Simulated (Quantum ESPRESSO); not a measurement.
# BP (F-43m) in Quantum ESPRESSO: notebook

One crystal, BP, is run at these levels: WC, LDA; tasks: Berry-phase polarisation.

Everything below comes from runs of Quantum ESPRESSO 7.5. Logs are shortened: lines on timing, memory, paths and dates and some standing lists are left out, and cuts for length are marked.

### Step 1. The crystal as given

The structure is cubic, space group F-43m (No. 216). Conventional cell: a = 4.538 Å, b = 4.538 Å, c = 4.538 Å, α = 90.00°, β = 90.00°, γ = 90.00°. P (site symmetry -43m) has 4 B at 1.97 Å as nearest neighbours. B (site symmetry -43m) has 4 P at 1.97 Å as nearest neighbours.

### Step 2. Berry-phase polarisation, WC

Contents of pw.in:

```
&CONTROL
  calculation = 'scf'
  prefix = 'pwscf'
  outdir = './tmp'
  pseudo_dir = './pseudo'
  tprnfor = .true.
  tstress = .true.
  disk_io = 'low'
/
&SYSTEM
  ibrav = 0
  nat = 2
  ntyp = 2
  ecutwfc = 76
  nbnd = 9
  input_dft = 'wc'
  occupations = 'smearing'
  smearing = 'fd'
  degauss = 0.00367493
/
&ELECTRONS
  conv_thr = 4d-10
  electron_maxstep = 120
  mixing_beta = 0.5
/
ATOMIC_SPECIES
P     30.9738 P.upf
B     10.8100 B.upf
CELL_PARAMETERS angstrom
   0.0000000000    2.2690000000    2.2690000000
   2.2690000000    0.0000000000    2.2690000000
   2.2690000000    2.2690000000    0.0000000000
ATOMIC_POSITIONS crystal
P      0.7500000000    0.7500000000    0.7500000000
B      0.0000000000    0.0000000000    0.0000000000
K_POINTS automatic
6 6 6 0 0 0
```

Contents of relax.in:

```
&CONTROL
  calculation = 'vc-relax'
  prefix = 'pwscf'
  outdir = './tmp'
  pseudo_dir = './pseudo'
  tprnfor = .true.
  tstress = .true.
  disk_io = 'low'
  nstep = 40
  forc_conv_thr = 0.0001
  etot_conv_thr = 1d-06
/
&SYSTEM
  ibrav = 0
  nat = 2
  ntyp = 2
  ecutwfc = 76
  nbnd = 9
  input_dft = 'wc'
  occupations = 'smearing'
  smearing = 'fd'
  degauss = 0.00367493
/
&ELECTRONS
  conv_thr = 4d-10
  electron_maxstep = 120
  mixing_beta = 0.5
/
&IONS
  ion_dynamics = 'bfgs'
/
&CELL
  cell_dynamics = 'bfgs'
  press = 0
  press_conv_thr = 0.2
/
ATOMIC_SPECIES
P     30.9738 P.upf
B     10.8100 B.upf
CELL_PARAMETERS angstrom
   0.0000000000    2.2690000000    2.2690000000
   2.2690000000    0.0000000000    2.2690000000
   2.2690000000    2.2690000000    0.0000000000
ATOMIC_POSITIONS crystal
P      0.7500000000    0.7500000000    0.7500000000
B      0.0000000000    0.0000000000    0.0000000000
K_POINTS automatic
6 6 6 0 0 0
```

Contents of scf2.in:

```
&CONTROL
  calculation = 'scf'
  prefix = 'pwscf'
  outdir = './tmp'
  pseudo_dir = './pseudo'
  tprnfor = .true.
  tstress = .true.
  disk_io = 'low'
/
&SYSTEM
  ibrav = 0
  nat = 2
  ntyp = 2
  ecutwfc = 76
  nbnd = 9
  input_dft = 'wc'
  occupations = 'fixed'
/
&ELECTRONS
  conv_thr = 1d-11
  electron_maxstep = 120
  mixing_beta = 0.5
  startingpot = 'file'
  startingwfc = 'file'
/
ATOMIC_SPECIES
P     30.9738 P.upf
B     10.8100 B.upf
CELL_PARAMETERS angstrom
   0.0000000000    2.2658421229    2.2658421229
   2.2658421229    0.0000000000    2.2658421229
   2.2658421229    2.2658421229    0.0000000000
ATOMIC_POSITIONS crystal
P      0.7500000000    0.7500000000    0.7500000000
B      0.0000000000    0.0000000000    0.0000000000
K_POINTS automatic
6 6 6 0 0 0
```

Contents of berry1.in:

```
&CONTROL
  calculation = 'nscf'
  prefix = 'pwscf'
  outdir = './tmp'
  pseudo_dir = './pseudo'
  disk_io = 'low'
  lberry = .true.
  gdir = 1
  nppstr = 12
/
&SYSTEM
  ibrav = 0
  nat = 2
  ntyp = 2
  ecutwfc = 76
  input_dft = 'wc'
  occupations = 'fixed'
/
&ELECTRONS
  conv_thr = 1d-10
  electron_maxstep = 120
  mixing_beta = 0.5
/
ATOMIC_SPECIES
P     30.9738 P.upf
B     10.8100 B.upf
CELL_PARAMETERS angstrom
   0.0000000000    2.2658421229    2.2658421229
   2.2658421229    0.0000000000    2.2658421229
   2.2658421229    2.2658421229    0.0000000000
ATOMIC_POSITIONS crystal
P      0.7500000000    0.7500000000    0.7500000000
B      0.0000000000    0.0000000000    0.0000000000
K_POINTS automatic
12 6 6 0 0 0
```

Contents of berry2.in:

```
&CONTROL
  calculation = 'nscf'
  prefix = 'pwscf'
  outdir = './tmp'
  pseudo_dir = './pseudo'
  disk_io = 'low'
  lberry = .true.
  gdir = 2
  nppstr = 12
/
&SYSTEM
  ibrav = 0
  nat = 2
  ntyp = 2
  ecutwfc = 76
  input_dft = 'wc'
  occupations = 'fixed'
/
&ELECTRONS
  conv_thr = 1d-10
  electron_maxstep = 120
  mixing_beta = 0.5
/
ATOMIC_SPECIES
P     30.9738 P.upf
B     10.8100 B.upf
CELL_PARAMETERS angstrom
   0.0000000000    2.2658421229    2.2658421229
   2.2658421229    0.0000000000    2.2658421229
   2.2658421229    2.2658421229    0.0000000000
ATOMIC_POSITIONS crystal
P      0.7500000000    0.7500000000    0.7500000000
B      0.0000000000    0.0000000000    0.0000000000
K_POINTS automatic
6 12 6 0 0 0
```

Contents of berry3.in:

```
&CONTROL
  calculation = 'nscf'
  prefix = 'pwscf'
  outdir = './tmp'
  pseudo_dir = './pseudo'
  disk_io = 'low'
  lberry = .true.
  gdir = 3
  nppstr = 12
/
&SYSTEM
  ibrav = 0
  nat = 2
  ntyp = 2
  ecutwfc = 76
  input_dft = 'wc'
  occupations = 'fixed'
/
&ELECTRONS
  conv_thr = 1d-10
  electron_maxstep = 120
  mixing_beta = 0.5
/
ATOMIC_SPECIES
P     30.9738 P.upf
B     10.8100 B.upf
CELL_PARAMETERS angstrom
   0.0000000000    2.2658421229    2.2658421229
   2.2658421229    0.0000000000    2.2658421229
   2.2658421229    2.2658421229    0.0000000000
ATOMIC_POSITIONS crystal
P      0.7500000000    0.7500000000    0.7500000000
B      0.0000000000    0.0000000000    0.0000000000
K_POINTS automatic
6 6 12 0 0 0
```

Potentials or basis: PseudoDojo 0.5 SR PBE standard.

The run is started by

```console
$ OMP_NUM_THREADS=1 pw.x -in pw.in > pw.out
$ OMP_NUM_THREADS=1 pw.x -in relax.in > relax.out
$ OMP_NUM_THREADS=1 pw.x -in scf2.in > scf2.out
$ OMP_NUM_THREADS=1 pw.x -in berry1.in > berry1.out
$ OMP_NUM_THREADS=1 pw.x -in berry2.in > berry2.out
$ OMP_NUM_THREADS=1 pw.x -in berry3.in > berry3.out
```

pw.out:

```text
This program is part of the open-source Quantum ESPRESSO suite
     for quantum simulation of materials; please cite
         "P. Giannozzi et al., J. Phys.:Condens. Matter 21 395502 (2009);
         "P. Giannozzi et al., J. Phys.:Condens. Matter 29 465901 (2017);
         "P. Giannozzi et al., J. Chem. Phys. 152 154105 (2020);
     in publications or presentations arising from this work. More details at

     IMPORTANT: XC functional enforced from input :
     Exchange-correlation= WC
                           (   1   4  11   4   0   0   0)
     Any further DFT definition will be discarded
     Please, verify this is what you really want

     Message from routine setup:
     using ibrav=0 with symmetry is DISCOURAGED, use correct ibrav instead

     G-vector sticks info
     --------------------
     sticks:   dense  smooth     PW     G-vecs:    dense   smooth      PW
     Sum         769     769    241                14163    14163    2421

     Using Slab Decomposition

     bravais-lattice index     =            0
     lattice parameter (alat)  =       6.0638  a.u.
     unit-cell volume          =     157.6631 (a.u.)^3
     number of atoms/cell      =            2
     number of atomic types    =            2
     number of electrons       =         8.00
     number of Kohn-Sham states=            9
     kinetic-energy cutoff     =      76.0000  Ry
     charge density cutoff     =     304.0000  Ry
     scf convergence threshold =      4.0E-10
     mixing beta               =       0.5000
     number of iterations used =            8  plain     mixing
     Exchange-correlation= WC
                           (   1   4  11   4   0   0   0)

     celldm(1)=   6.063849  celldm(2)=   0.000000  celldm(3)=   0.000000
     celldm(4)=   0.000000  celldm(5)=   0.000000  celldm(6)=   0.000000

     crystal axes: (cart. coord. in units of alat)
               a(1) = (   0.000000   0.707107   0.707107 )
               a(2) = (   0.707107   0.000000   0.707107 )
               a(3) = (   0.707107   0.707107   0.000000 )

     reciprocal axes: (cart. coord. in units 2 pi/alat)
               b(1) = ( -0.707107  0.707107  0.707107 )
               b(2) = (  0.707107 -0.707107  0.707107 )
               b(3) = (  0.707107  0.707107 -0.707107 )

     PseudoPot. # 1 for P  read from file:
     P.upf
     Pseudo is Norm-conserving + core correction, Zval =  5.0
     Generated using ONCVPSP code by D. R. Hamann
     Using radial grid of 1298 points,  6 beta functions with:
                l(1) =   0
                l(2) =   0
                l(3) =   1
                l(4) =   1
                l(5) =   2
                l(6) =   2

     PseudoPot. # 2 for B  read from file:
     B.upf
     Pseudo is Norm-conserving + core correction, Zval =  3.0
     Generated using ONCVPSP code by D. R. Hamann
     Using radial grid of 1534 points,  4 beta functions with:
                l(1) =   0
                l(2) =   0
                l(3) =   1
                l(4) =   1

     atomic species   valence    mass     pseudopotential
     P                 5.00    30.97380     P ( 1.00)
     B                 3.00    10.81000     B ( 1.00)

     24 Sym. Ops. (no inversion) found

   Cartesian axes

     site n.     atom                  positions (alat units)
         1        P      tau(   1) = (   1.0606602   1.0606602   1.0606602  )
         2        B      tau(   2) = (   0.0000000   0.0000000   0.0000000  )

     number of k points=    16  Fermi-Dirac smearing, width (Ry)=  0.0037
                       cart. coord. in units 2pi/alat
        k(    1) = (   0.0000000   0.0000000   0.0000000), wk =   0.0092593
        k(    2) = (   0.1178511   0.1178511  -0.1178511), wk =   0.0740741
        k(    3) = (   0.2357023   0.2357023  -0.2357023), wk =   0.0740741
        k(    4) = (  -0.3535534  -0.3535534   0.3535534), wk =   0.0370370
        k(    5) = (   0.2357023   0.0000000  -0.0000000), wk =   0.0555556
        k(    6) = (   0.3535534   0.1178511  -0.1178511), wk =   0.2222222
[... 8 lines left out ...]
        k(   15) = (  -0.1178511  -0.3535534   0.5892557), wk =   0.2222222
        k(   16) = (  -0.7071068   0.2357023   0.0000000), wk =   0.1111111

     Dense  grid:    14163 G-vectors     FFT dimensions: (  36,  36,  36)

     Initial potential from superposition of free atoms

     starting charge       7.9996, renormalised to       8.0000
     Starting wfcs are    8 randomized atomic wfcs +    1 random wfcs

     Self-consistent Calculation

     iteration #  1     ecut=    76.00 Ry     beta= 0.50
     Davidson diagonalization with overlap
     ethr =  1.00E-02,  avg # of iterations =  5.8

     total energy              =     -19.75282976 Ry
     estimated scf accuracy    <       0.15553721 Ry

     iteration #  2     ecut=    76.00 Ry     beta= 0.50
     Davidson diagonalization with overlap
     ethr =  1.94E-03,  avg # of iterations =  1.1
[... 36 lines left out ...]
     total energy              =     -19.77549753 Ry
     estimated scf accuracy    <          6.5E-09 Ry

     iteration #  8     ecut=    76.00 Ry     beta= 0.50
     Davidson diagonalization with overlap
     ethr =  8.10E-11,  avg # of iterations =  1.1

     End of self-consistent calculation

          k = 0.0000 0.0000 0.0000 (  1807 PWs)   bands (ev):

    -6.2730   9.2311   9.2311   9.2311  12.6154  12.6154  12.6154  16.5389
    20.4538

          k = 0.1179 0.1179-0.1179 (  1781 PWs)   bands (ev):

    -5.7732   6.3782   8.5644   8.5644  13.2034  13.5195  13.5195  17.8255
    20.0589

          k = 0.2357 0.2357-0.2357 (  1760 PWs)   bands (ev):

    -4.3483   2.4624   7.7612   7.7612  13.0616  14.0528  14.0528  19.1958
    21.0021

          k =-0.3536-0.3536 0.3536 (  1772 PWs)   bands (ev):

    -2.9217   0.1379   7.4722   7.4722  12.9420  13.8968  13.8968  19.1692
    23.8483

          k = 0.2357 0.0000-0.0000 (  1792 PWs)   bands (ev):

    -5.6056   7.2945   7.4896   7.4896  11.6126  15.0739  15.0739  16.0277
    19.8003

          k = 0.3536 0.1179-0.1179 (  1756 PWs)   bands (ev):

    -4.4767   3.8912   6.6906   6.6919  12.1027  15.3443  15.8049  16.1399
    21.6880

          k =-0.2357-0.4714 0.4714 (  1767 PWs)   bands (ev):

    -2.7728   0.8448   5.6286   6.6447  12.4350  15.5263  15.6398  18.0849
    21.6374

          k =-0.1179-0.3536 0.3536 (  1771 PWs)   bands (ev):

    -3.3294   1.6958   5.1747   7.3340  13.1017  15.0048  15.4599  19.0078
    20.0928

          k = 0.0000-0.2357 0.2357 (  1773 PWs)   bands (ev):

    -4.9577   4.9013   5.8411   8.3947  13.8190  13.9447  14.9349  17.4389
    18.5985

          k = 0.4714 0.0000-0.0000 (  1752 PWs)   bands (ev):

    -3.6718   3.6254   5.7241   5.7241  10.5195  12.4111  18.8006  18.8006
    22.7859

          k =-0.1179-0.5893 0.5893 (  1758 PWs)   bands (ev):

    -2.1424   1.6599   4.0145   5.5268  11.0443  13.2870  19.1708  19.3857
    22.8840

          k =-0.0000-0.4714 0.4714 (  1766 PWs)   bands (ev):

    -1.8205   1.3781   2.8386   6.1631  11.7691  17.3553  17.7419  18.9495
    19.5352

          k =-0.7071 0.0000 0.0000 (  1756 PWs)   bands (ev):

    -1.3918   0.6249   5.0974   5.0974  10.4613  10.7553  21.2860  21.2860
    24.3467

          k =-0.2357-0.4714 0.7071 (  1764 PWs)   bands (ev):

    -3.1192   2.6912   4.1837   5.9425  13.1649  14.6524  15.6628  18.6950
    21.8449

          k =-0.1179-0.3536 0.5893 (  1756 PWs)   bands (ev):

    -1.8015   1.0813   3.6904   5.2214  13.6463  14.8710  17.7687  18.3208
    19.6214

          k =-0.7071 0.2357 0.0000 (  1766 PWs)   bands (ev):

    -1.1865   0.9937   3.8843   4.0033  12.9744  13.5772  18.2968  18.9426
    22.0384

     the Fermi energy is     9.8340 ev

!    total energy              =     -19.77549753 Ry
     estimated scf accuracy    <          2.5E-10 Ry
     smearing contrib. (-TS)   =      -0.00000002 Ry
     internal energy E=F+TS    =     -19.77549751 Ry

     The total energy is F=E-TS. E is the sum of the following terms:
     one-electron contribution =       6.58463095 Ry
     hartree contribution      =       1.24245922 Ry
     xc contribution           =      -6.61934815 Ry
     ewald contribution        =     -20.98323954 Ry

     convergence has been achieved in   8 iterations

     Forces acting on atoms (cartesian axes, Ry/au):

     atom    1 type  1   force =     0.00000000    0.00000000    0.00000000
     atom    2 type  2   force =     0.00000000   -0.00000000   -0.00000000

     Total force =     0.000000     Total SCF correction =     0.000000

     Computing stress (Cartesian axis) and pressure

          total   stress  (Ry/bohr**3)                   (kbar)     P=       -6.95
  -0.00004722   0.00000000   0.00000000           -6.95        0.00        0.00
   0.00000000  -0.00004722  -0.00000000            0.00       -6.95       -0.00
   0.00000000  -0.00000000  -0.00004722            0.00       -0.00       -6.95

=------------------------------------------------------------------------------=
   JOB DONE.
=------------------------------------------------------------------------------=
```

It took 86 s on 1 thread of Arm Neoverse V1, shared host; peak memory 0.05 GiB.

Results:

```
Free energy                            : -269.0595 eV
Relaxed volume                         : 11.63 Å³/atom
Relaxed cell                           : a = 3.204 Å, b = 3.204 Å, c = 3.204 Å, α = 60.00°, β = 60.00°, γ = 60.00°
Space group after relaxing (to 0.05 Å) : F-43m (No. 216)
Pressure after relaxing                : 0.0 GPa
Band gap on the k mesh                 : 1.22 eV, indirect (least direct gap 3.39 eV)
```

Step by step:
| step | energy change (eV) | largest force (eV/Å) | pressure (GPa) | volume (Å³) |
| --- | --- | --- | --- | --- |
| 1 | 0.0000 | 0.0000 | -0.69 | 23.36 |
| 2 | -0.0002 | 0.0000 | -0.11 | 23.28 |
| 3 | -0.0002 | 0.0000 | 0.00 | 23.27 |

Final structure:
```xyz
2
Lattice="0.0000 2.2658 2.2658 2.2658 0.0000 2.2658 2.2658 2.2658 0.0000" Properties=species:S:1:pos:R:3 pbc="T T T"
P     3.3988    3.3988    3.3988
B     0.0000    0.0000    0.0000
```

Berry-phase polarisation along the lattice vectors (C/m²): -0.552, -0.552, -0.552; quanta: 2.207, 2.207, 2.207

Berry phases in units of 2π:
```csv
direction,ionic,electronic,their sum is defined modulo
a1,-0.250,0.000,1
a2,-0.250,0.000,1
a3,-0.250,0.000,1
```

Caveat: the potentials were made for another functional, which shifts forces and pressure; with symmetry on, the polarisation can be off by several percent. A k mesh can miss the band edges.

[end of part 1 of 2]
